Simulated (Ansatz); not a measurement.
Te: how the free axis answers a strain

Te, P3_121, a = 4.523 Å, c = 5.955 Å. Ansatz: PBE, PAW, 420 eV, Γ-centred 12×12×6 mesh on 3 atoms, Gaussian smearing 0.01 eV; no spin polarisation. Series: biaxial strain in the a-b plane, c and atoms relaxed; x is the strain in per cent. y is the change of c in per cent of 5.955 Å.

```tsv
x (%)	y (%)
-4.5	?
-3.0	1.89
-1.5	0.89
0.0	0.00
1.5	-0.94
3.0	-1.76
4.5	-2.52
```

Question: Fit y = c1 x + c2 x² to the other rows, say what c1 measures, and predict the missing y.

Answer: Least squares on the rows shown. y = −0.6042 x + 0.008742 x². With no stress along c, c1 = −2C13/C33 = -0.604. At x = -4.5 the fit asked for gives 2.90 %. The run gave 2.98 %, so the fit is 0.08 % too low, 1.5 % of the span of the series, against an rms of 0.03 % on the fitted rows. The row lies outside the fitted range. With a term in x³ added, a fit to the same known rows predicts 2.79 %, further off still.